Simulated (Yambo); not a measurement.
# InP (F-43m) in Yambo: notebook, part 2 of 3

Yambo 5.3.0. Earlier steps stand in the parts before.

## Step 4: G0W0 quasiparticle levels, PBEsol (cell squeezed)

The input, g0w00.in:

```
gw0
dyson
el_el_corr
rim_cut
HF_and_locXC
ppa
em1d
RandQpts= 1000000
RandGvec= 50 RL
EXXRLvcs= 70 Ry
VXCRLvcs= 70 Ry
Chimod= "HARTREE"
% BndsRnXp
 1 | 159 |
%
NGsBlkXp= 6 Ry
% LongDrXp
 1 | 1 | 1 |
%
PPAPntXp= 27.21138 eV
% GbndRnge
 1 | 159 |
%
GTermKind= "BG"
DysSolver= "n"
ExtendOut
% QPkrange
 1 | 1 | 8 | 11 |
%
```

The input, scf.in:

```
&CONTROL
  calculation = 'scf'
  prefix = 'pwscf'
  outdir = './tmp'
  pseudo_dir = './pseudo'
/
&SYSTEM
  ibrav = 0
  nat = 2
  ntyp = 2
  ecutwfc = 70
  nbnd = 15
  occupations = 'smearing'
  smearing = 'fd'
  degauss = 0.00367493
  force_symmorphic = .true.
/
&ELECTRONS
  conv_thr = 4d-10
  electron_maxstep = 120
  mixing_beta = 0.5
/
ATOMIC_SPECIES
In   114.8180 In.upf
P     30.9738 P.upf
CELL_PARAMETERS angstrom
   0.0000000000    2.8908937935    2.8908937935
   2.8908937935    0.0000000000    2.8908937935
   2.8908937935    2.8908937935    0.0000000000
ATOMIC_POSITIONS crystal
In     0.0000000000    0.0000000000    0.0000000000
P      0.7500000000    0.7500000000    0.7500000000
K_POINTS automatic
8 8 8 0 0 0
```

The input, nscf.in:

```
&CONTROL
  calculation = 'nscf'
  prefix = 'pwscf'
  outdir = './tmp'
  pseudo_dir = './pseudo'
/
&SYSTEM
  ibrav = 0
  nat = 2
  ntyp = 2
  ecutwfc = 70
  nbnd = 159
  occupations = 'fixed'
  force_symmorphic = .true.
/
&ELECTRONS
  conv_thr = 1d-08
  diago_full_acc = .true.
  diago_thr_init = 1d-06
/
ATOMIC_SPECIES
In   114.8180 In.upf
P     30.9738 P.upf
CELL_PARAMETERS angstrom
   0.0000000000    2.8908937935    2.8908937935
   2.8908937935    0.0000000000    2.8908937935
   2.8908937935    2.8908937935    0.0000000000
ATOMIC_POSITIONS crystal
In     0.0000000000    0.0000000000    0.0000000000
P      0.7500000000    0.7500000000    0.7500000000
K_POINTS automatic
4 4 4 0 0 0
```

Potentials or basis: PseudoDojo 0.4.1 SR PBEsol standard.

Run with:

```sh
$ OMP_NUM_THREADS=1 pw.x -in scf.in > scf.out
$ OMP_NUM_THREADS=1 pw.x -in nscf.in > nscf.out
$ cd tmp/pwscf.save; p2y; mv SAVE ../..; cd ../..
$ OMP_NUM_THREADS=1 yambo
$ OMP_NUM_THREADS=1 yambo -F g0w00.in -J g0w00 -C g0w00_out
```

Yambo's report:

```text
[... sections 02.01 to 02.04 as in the set-up run ...]

  [02.05] Energies & Occupations
  ==============================

  [X] === General ===
  [X] Electronic Temperature                        :  0.000000  0.000000 [eV K]
  [X] Bosonic    Temperature                        :  0.000000  0.000000 [eV K]
  [X] Finite Temperature mode                       : no
  [X] El. density                                   :  0.37252E+24 [cm-3]
  [X] Fermi Level                                   :  7.577919 [eV]

  [X] === Gaps and Widths ===
  [X] Conduction Band Min                           :  0.833143 [eV]
  [X] Valence Band Max                              :  0.000000 [eV]
  [X] Filled Bands                                  :   9
  [X] Empty Bands                                   :   10  159
  [X] Direct Gap                                    :  0.833143 [eV]
  [X] Direct Gap localized at k                     :  1
  [X] Indirect Gap                                  :  0.833143 [eV]
  [X] Indirect Gap between kpts                     :  1  1
  [X] Last valence band width                       :  3.153640 [eV]
  [X] 1st conduction band width                     :  3.368527 [eV]

 [03] Transferred momenta grid and indexing
 ==========================================

 IBZ Q-points                                      :   8
 BZ  Q-points                                      :   64

 K/Q-points units:
 rlu = crystal or reduced units; cc = cartesian coordinates; iku = interal k-units

 Q [1]          [rlu]:  0.000000  0.000000  0.000000
 Q [2]          [rlu]: -0.53683E-17 -0.53683E-17  0.25000
 Q [3]          [rlu]:  0.10737E-16  0.10737E-16 -0.50000
 Q [4]          [rlu]:  0.75781E-17  0.25000      0.25000
 Q [5]          [rlu]: -0.59830E-17  0.25000      0.50000
 Q [6]          [rlu]:  0.10737E-16  0.25000     -0.25000
 Q [7]          [rlu]: -0.15156E-16 -0.50000     -0.50000
 Q [8]          [rlu]:  0.250000 -0.500000 -0.250000

 [04] Coloumb potential Random Integration (RIM)
 ===============================================

  [04.01] RIM initialization
  ==========================

  * Diagonal components only detected *

[... 162 lines left out ...]
   :: Mean rel dev of PP cond     :  0.408606
   Current Q-pt index             :   4
[... 5 lines left out ...]
   :: Time ordering fails/rest    :  0.499895
   :: Mean rel dev of PP cond     :  0.397965
   Current Q-pt index             :   6
   :: PP condition fails/total    :  0.400959
   :: Time ordering fails/rest    :  0.500316
   :: Mean rel dev of PP cond     :  0.400989
   Current Q-pt index             :   7
   :: PP condition fails/total    :  0.398182
   :: Time ordering fails/rest    :  0.499685
   :: Mean rel dev of PP cond     :  0.398205
   Current Q-pt index             :   8
   :: PP condition fails/total    :  0.386062
   :: Time ordering fails/rest    :  0.500308
   :: Mean rel dev of PP cond     :  0.386099

  [08.02] QP properties and I/O
  =============================

  Legend (energies in eV)
  - B  : Band       - Eo  : bare energy
  - E  : QP energy  - Z   : Renormalization factor
  - So : Sc(Eo)     - S   : Sc(E)
  - dSp: Sc derivative precision

  - lXC: Local XC (Perdew, Burke & Ernzerhof SOL(X)+Perdew, Burke & Ernzerhof SOL(C))
  -nlXC: non-Local XC (Hartree-Fock)

  QP [eV] @ K [1] (iku):  0.000000  0.000000  0.000000
   B=8 Eo= -0.00 E= -0.49 E-Eo= -0.49 Re(Z)=0.79 Im(Z)=-0.137863E-2 nlXC= -14.2871 lXC= -12.5990 So=  1.06750
   B=9 Eo=  0.00 E= -0.49 E-Eo= -0.49 Re(Z)=0.79 Im(Z)=-0.137862E-2 nlXC= -14.2871 lXC= -12.5990 So=  1.07034
   B=10 Eo=  0.83 E=  0.77 E-Eo= -0.06 Re(Z)=0.80 Im(Z)=-0.132929E-2 nlXC= -7.48073 lXC= -11.2946 So= -3.89078
   B=11 Eo=  4.01 E=  3.84 E-Eo= -0.17 Re(Z)=0.80 Im(Z)=-0.138233E-2 nlXC= -6.60871 lXC= -10.4049 So= -4.01281

  [WR./g0w00//ndb.QP]-------------------------------------------------------------
   Lattice constants                                :  5.462998  5.462998  5.462998
   Coulomb cutoff potential                         : none
   Electronic Temperature                           :  0.000000 [K]
   Bosonic    Temperature                           :  0.000000 [K]
   Green`s function   energies                      : Perdew, Burke & Ernzerhof SOL(X)+Perdew, Burke & Ernzerhof SOL(C)
   wavefunctions                                    : Perdew, Burke & Ernzerhof SOL(X)+Perdew, Burke & Ernzerhof SOL(C)
   PPA    diel. fun.  energies                      : Perdew, Burke & Ernzerhof SOL(X)+Perdew, Burke & Ernzerhof SOL(C)
   wavefunctions                                    : Perdew, Burke & Ernzerhof SOL(X)+Perdew, Burke & Ernzerhof SOL(C)
   QP tot states                                    :   4
   GW solver                                        : Newton
   GW approximation                                 : PPA
   PPA imaginary Energy                             :  27.21138 ev
   RIM G`s                                          :   51
   RIM random pts                                   :  1000000
   dS/dw steps                                      :  2
   dS/dw step                                       :  0.100000 ev
   X G`s                                            :   89 used
   X G`s                                            :   89 disk
   X bands                                          :    1  159
   X poles                                          :  100.0000 o/o
   X e/h E range                                    : -1.000000 -1.000000 ev
   X Hxc Kernel                                     : HARTREE
   X BZ energy Double Grid                          : no
   X Optical Averaged directions                    : none
   Sc/G bands                                       :    1  159
   Sc/G damping                                     :  0.100000 ev
   Sc bands terminator                              : yes
   Sc terminator kind                               : BG
   Sc Terminator pole                               :  40.81708
   Sx RL components                                 :   3287

   QP @ state[ 1 ] K range                          :  1  1
   QP @ state[ 1 ] b range                          :   8  11
   GF energies kind                                 : Perdew, Burke & Ernzerhof SOL(X)+Perdew, Burke & Ernzerhof SOL(C)
   GF WF`s kind                                     : Perdew, Burke & Ernzerhof SOL(X)+Perdew, Burke & Ernzerhof SOL(C)
   Xs energies kind                                 : Perdew, Burke & Ernzerhof SOL(X)+Perdew, Burke & Ernzerhof SOL(C)
   Xs WF`s kind                                     : Perdew, Burke & Ernzerhof SOL(X)+Perdew, Burke & Ernzerhof SOL(C)
```

r_setup:

```text
[02] CORE Variables Setup
 =========================

  [02.01] Unit cells
  ==================

  Cell kind             :  FCC
  Atoms in the cell     :  In  P
  number of In atoms    :  1
  number of P  atoms    :  1
[... 247 lines left out ...]

  [03.01] X indexes
  =================

   [03.01.01] Sigma indexes
   ========================

   [WR./SAVE//ndb.kindx]-----------------------------------------------------------
    Fragmentation                                    : no
    Polarization last K ( bz)                        :   64
    Polarization last K (ibz)                        :   8
    QP states                                        :   1   8
    X grid is uniform                                : yes
    Grids (string)                                   :  X S
    Grids (int-vector)                               :  1  0  0  1
```

It took 4 min on 1 thread of Arm Neoverse V2, shared host; peak memory 0.53 GiB.

What came out:

```yaml
Band_gap_on_the_k_mesh_mean-field_level: 0.83 eV, direct
Quasiparticle_gap: 1.26 eV
Least_direct_quasiparticle_gap: 1.26 eV
Quasiparticle_gap_at_Γ: 1.26 eV
Band_gap_of_the_same_states_before_the_correction: 0.83 eV
```

Quasiparticle terms (eV):
```
              k point  band  Kohn-Sham level     Vxc      Σx     Σc     Z  result
(0.000, 0.000, 0.000)     8             0.00  -12.60  -14.29   1.07  0.79   -0.49
(0.000, 0.000, 0.000)     9             0.00  -12.60  -14.29   1.07  0.79   -0.49
(0.000, 0.000, 0.000)    10             0.83  -11.29   -7.48  -3.89  0.80    0.77
(0.000, 0.000, 0.000)    11             4.01  -10.40   -6.61  -4.01  0.80    3.84
```

Caveat: the k mesh is coarse (spacing up to 0.47 Å⁻¹), so the values aren't converged; the potentials hold a filled d shell without the s and p states of that shell, which can shift GW gaps by tenths of an eV, either way; this version prints the column dSc/dw multiplied by 27.2; the terminator is approximate in this version, by hundredths of an eV; spin-orbit coupling is left out, which moves the levels of the heavy elements. A k mesh can miss the band edges.

## Step 5: Optical spectrum, PBEsol (cell squeezed)

The input, optics1.in:

```
optics
chi
Chimod= "HARTREE"
% BndsRnXd
 1 | 34 |
%
NGsBlkXd= 3 Ry
% LongDrXd
 1 | 0 | 0 |
%
% QpntsRXd
 1 | 1 |
%
% EnRngeXd
 0 | 20 | eV
%
% DmRngeXd
 0.1 | 0.1 | eV
%
ETStpsXd= 200
```

scf.in is that of step 4.

nscf.in is that of step 4.

Potentials or basis: PseudoDojo 0.4.1 SR PBEsol standard.

Run with:

```sh
$ OMP_NUM_THREADS=1 pw.x -in scf.in > scf.out
$ OMP_NUM_THREADS=1 pw.x -in nscf.in > nscf.out
$ cd tmp/pwscf.save; p2y; mv SAVE ../..; cd ../..
$ OMP_NUM_THREADS=1 yambo
$ OMP_NUM_THREADS=1 yambo -F optics1.in -J optics1 -C optics1_out
```

Yambo's report:

```text
[... sections 02.01 to 02.04 as in the set-up run ...]

  [02.05] Energies & Occupations
  ==============================

  [X] === General ===
  [X] Electronic Temperature                        :  0.000000  0.000000 [eV K]
  [X] Bosonic    Temperature                        :  0.000000  0.000000 [eV K]
  [X] Finite Temperature mode                       : no
  [X] El. density                                   :  0.37252E+24 [cm-3]
  [X] Fermi Level                                   :  7.577919 [eV]

  [X] === Gaps and Widths ===
  [X] Conduction Band Min                           :  0.833143 [eV]
  [X] Valence Band Max                              :  0.000000 [eV]
  [X] Filled Bands                                  :   9
  [X] Empty Bands                                   :   10  159
  [X] Direct Gap                                    :  0.833143 [eV]
  [X] Direct Gap localized at k                     :  1
  [X] Indirect Gap                                  :  0.833143 [eV]
  [X] Indirect Gap between kpts                     :  1  1
  [X] Last valence band width                       :  3.153640 [eV]
  [X] 1st conduction band width                     :  3.368527 [eV]

 [03] Transferred momenta grid and indexing
 ==========================================

 IBZ Q-points                                      :   8
 BZ  Q-points                                      :   64

 K/Q-points units:
 rlu = crystal or reduced units; cc = cartesian coordinates; iku = interal k-units

 Q [1]          [rlu]:  0.000000  0.000000  0.000000
 Q [2]          [rlu]: -0.53683E-17 -0.53683E-17  0.25000
 Q [3]          [rlu]:  0.10737E-16  0.10737E-16 -0.50000
 Q [4]          [rlu]:  0.75781E-17  0.25000      0.25000
 Q [5]          [rlu]: -0.59830E-17  0.25000      0.50000
 Q [6]          [rlu]:  0.10737E-16  0.25000     -0.25000
 Q [7]          [rlu]: -0.15156E-16 -0.50000     -0.50000
 Q [8]          [rlu]:  0.250000 -0.500000 -0.250000

 [WARNING] [Xd] User bands 1-34 break level degeneracy

 [04] Dipoles
 ============

  [04.01] Setup: observables and procedures
  =========================================

  [WF-Oscillators/G space/Transverse up loader] Normalization (few states)  min/max  :  0.15516E-16   1.0000

  [WR./optics1//ndb.dipoles]------------------------------------------------------
   Brillouin Zone Q/K grids (IBZ/BZ)                :    8   64    8   64
   RL vectors                                       :   4015 [WF]
   Fragmentation                                    : yes
   Electronic Temperature                           :  0.000000 [K]
   Bosonic    Temperature                           :  0.000000 [K]
   DIP band range                                   :    1   34
   DIP band range limits                            :   9  10
   DIP e/h energy range                             : -1.000000 -1.000000 [eV]
   RL vectors in the sum                            :   4015
   [r,Vnl] included                                 : yes
   Bands ordered                                    : yes
   Direct v evaluation                              : no
   Approach used                                    : G-space v
   Dipoles computed                                 : R V P [G-space]
   Wavefunctions                                    : Perdew, Burke & Ernzerhof SOL(X)+Perdew, Burke & Ernzerhof SOL(C)

  [WARNING] [r,Vnl^pseudo] included in position and velocity dipoles.

  [WARNING] In case H contains other non local terms, these are neglected

 [05] Optics
 ===========

 [X-CG] R(p) Tot o/o(of R):   1208  14400    100
```

o-optics1.eps_q1_inv_rpa_dyson:

```text
# Absorption @ Q(1):   1.00000000      0.00000000      0.00000000    [q->0 direction]
#
# [ X ] Hartree size                              :   51
# [GEN] GF Energies                               : Perdew, Burke & Ernzerhof SOL(X)+Perdew, Burke & Ernzerhof SOL(C)
# [GEN] Green`s Function                          : T-ordered
#
# [GEN] Gauge                                     : Length
# [GEN] [r,Vnl] included                          : yes
#
#    E[1] [eV]          Im(eps)            Re(eps)            Im(eps_o)          Re(eps_o)
#
        0.000000           2.494362           32.98430           2.656306           34.62771
        0.100503           2.584167           33.23705           2.752404           34.89314
        0.201005           2.879174           34.03253           3.068778           35.72938
        0.301508           3.472595           35.49612           3.708211           37.27129
        0.402010           4.594290           37.89092           4.926773           39.80288
        0.502513           6.831843           41.72903           7.389646           43.87772
[... 192 lines left out ...]
        19.89950           0.388664           0.336403           0.542453           0.207945
        20.00000           0.320028           0.390049           0.445365           0.312753
#
```

Wall time 82 s (1 thread of Arm Neoverse V2, shared host); peak memory 0.3 GiB.

What came out:

```yaml
Band_gap_on_the_k_mesh_mean-field_level: 0.83 eV, direct
Electronic_dielectric_constant_along_the_field: 32.98
Electronic_dielectric_constant_along_the_field_independent_particles: 34.63
```

Dielectric function (along the field direction of the input):
```tsv
energy (eV)	real part	imaginary part
0.30	35.50	3.47
0.80	47.50	66.15
1.31	6.30	4.48
1.81	19.42	3.14
2.31	47.95	25.40
2.81	-14.19	9.57
3.32	5.73	2.95
3.82	22.69	14.16
4.32	10.57	51.58
4.82	-19.15	9.75
5.33	-0.51	10.33
5.83	-9.41	11.62
6.33	-6.40	1.58
6.83	-4.36	2.40
7.34	-0.24	3.61
7.84	-2.40	1.81
8.34	-1.75	1.35
8.84	-1.68	2.26
9.35	-2.67	4.45
9.85	-3.43	2.40
10.35	-2.55	0.97
10.85	-1.82	0.38
11.36	-0.81	0.37
11.86	-1.00	0.80
12.36	-0.92	0.56
12.86	-0.66	0.87
13.37	-0.63	0.61
13.87	-0.52	0.32
14.37	-0.14	0.22
14.87	0.10	0.21
15.38	0.18	0.45
15.88	0.12	0.29
16.38	0.34	0.39
16.88	0.20	0.44
17.39	0.27	0.31
17.89	0.41	0.36
18.39	0.27	0.44
18.89	0.33	0.43
19.40	0.37	0.28
20.00	0.39	0.32
```

Caveat: the k mesh is coarse (spacing up to 0.47 Å⁻¹), so the values aren't converged; spectra need much finer meshes, so this one isn't converged; these spectra lack excitons; spin-orbit coupling is left out, which moves the levels of the heavy elements. A k mesh can miss the band edges.

(Part 2 of 3 ends here.)
